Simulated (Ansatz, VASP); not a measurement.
## Two plane-wave programs on Zn2SnN3

INCAR

```
PREC = Accurate
ENCUT = 520
EDIFF = 1E-6
ISMEAR = 0
SIGMA = 0.1
LREAL = F
LASPH = T
NELM = 80
ALGO = Normal
ISIF = 2
LWAVE = F
LCHARG = F
GGA = PE
NBANDS = 36
```

The input KPOINTS:

```
Automatic mesh
0
Gamma
  6 6 2
```

The input POSCAR:

```
Zn2SnN3
1.0
    3.4400808600      0.0000000000      0.0000000000
   -1.7200404300      2.9791974200      0.0000000000
    0.0000000000      0.0000000000      8.4291532300
Zn Sn N
2 1 3
Direct
    0.3333333300      0.6666666700      0.6638077500
    0.6666666700      0.3333333300      0.3361922500
    0.0000000000      0.0000000000      0.0000000000
    0.3333333300      0.6666666700      0.1732381300
    0.6666666700      0.3333333300      0.8267618700
    0.0000000000      0.0000000000      0.5000000000
```

Input for Ansatz:

```yaml
crystal:
  lattice:
    - [3.44008086, 0.0, 0.0]
    - [-1.72004043, 2.97919742, 0.0]
    - [0.0, 0.0, 8.42915323]
  atoms:
    - { symbol: Zn, position: [0.33333333, 0.66666667, 0.66380775] }
    - { symbol: Zn, position: [0.66666667, 0.33333333, 0.33619225] }
    - { symbol: Sn, position: [0.0, 0.0, 0.0] }
    - { symbol: "N", position: [0.33333333, 0.66666667, 0.17323813] }
    - { symbol: "N", position: [0.66666667, 0.33333333, 0.82676187] }
    - { symbol: "N", position: [0.0, 0.0, 0.5] }
basis:
  ecutwfc: 420
kpoints:
  mp_grid: { grid: [6, 6, 2] }
hamiltonian:
  xc: pbe
scf:
  occupations: { method: gaussian, width: 0.1 }
  lower_state_search: "off"
output:
  forces: true
  stress: true
  eigenvalues: true
```

Change from the starting cell: species swapped into the Sn2PbSe3 type (P-3m1, No. 164).

Alike in both runs: task single point; functional PBE; k mesh 6 × 6 × 2; occupations gaussian, width 0.1 eV; no spin polarisation.

|  | VASP | Ansatz |
| --- | --- | --- |
| version | VASP 6.6.1 | Ansatz 0.2.0 |
| potentials or method | VASP PAW PBE potentials, release 64 (Zn, Sn_d, N) | scalar-relativistic, plane waves, PAW |
| plane-wave cutoff (eV) | 520 | 420 |
| valence electrons in the cell | 53 | 53 |

|  | VASP | Ansatz | Ansatz less VASP |
| --- | --- | --- | --- |
| gap on the k mesh at the Fermi level (eV) | none | none | - |
| pressure (GPa) | -22.8 | -23.0 | -0.18 |
| largest component of the traceless stress (GPa) | 0.09 | 0.07 | -0.014 |
| rms of the force components (eV/Å) | 0.467 | 0.468 | +0.0012 |

Atom by atom the forces differ by 0.001 eV/Å (rms over components). A gap of «none» marks a metal or a gap that the smearing closes.

Caveats: the k mesh is coarse (spacing up to 0.37 Å⁻¹), so the values aren't converged; so large a pressure means that the cell lies far from this level's equilibrium, or that cutoff or potentials fall short (VASP); forces of over 1 eV/Å show positions far from the minimum, so gaps and moduli don't describe the material at rest.
